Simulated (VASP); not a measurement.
Input of a VASP 6.6.1 run:

File INCAR:

```
SYSTEM = CdSe
PREC     = Accurate       ! precision mode
ENCUT    = 600            ! plane-wave cutoff, eV
EDIFF    = 1E-7           ! SCF threshold, eV
ISMEAR   = 0              ! smearing method
SIGMA    = 0.02           ! smearing width, eV
LREAL    = .False.        ! projectors in reciprocal space
LASPH    = .True.         ! aspherical terms in the spheres
NELM     = 100            ! most SCF steps
ALGO     = Fast           ! electronic algorithm
ISIF     = 3              ! what is computed and relaxed
LWAVE    = .False.        ! write WAVECAR
LCHARG   = .False.        ! write CHGCAR
GGA      = PS             ! functional
IBRION   = 2              ! ionic algorithm
NSW      = 70             ! ionic steps
EDIFFG   = -0.005         ! ionic threshold
```

File KPOINTS:

```
regular mesh
0
Gamma
  10 10 10
  0 0 0
```

POSCAR

```
CdSe
1.0
    0.0000000000      3.0984146730      3.0984146730
    3.0984146730      0.0000000000      3.0984146730
    3.0984146730      3.0984146730      0.0000000000
Cd Se
1 1
Direct
    0.0000000000      0.0000000000      0.0000000000
    0.7500000000      0.7500000000      0.7500000000
```

Potentials or basis: VASP PAW PBE potentials, release 64 (Cd, Se).

Launch:

```sh
$ cat potpaw_PBE.64/Cd/POTCAR potpaw_PBE.64/Se/POTCAR > POTCAR
$ mpirun -np 1 vasp_std > vasp.out
```

Predict the relaxed cell.

a = 4.308 Å, b = 4.308 Å, c = 4.308 Å, α = 60.00°, β = 60.00°, γ = 60.00°.

Predict the relaxed volume.

28.27 Å³/atom.

What does it give for the space group after relaxing (to 0.05 Å)?

F-43m (No. 216).

Step by step:
| step | energy change (eV) | largest force (eV/Å) | pressure (GPa) | volume (Å³) |
| --- | --- | --- | --- | --- |
| 1 | 0.0000 | 0.0000 | -2.34 | 59.49 |
| 2 | -0.0211 | 0.0000 | 0.69 | 55.82 |
| 3 | -0.0227 | 0.0000 | 0.01 | 56.54 |

Caveat: the PAW data sets were made with another functional, which shifts forces and pressure a little.
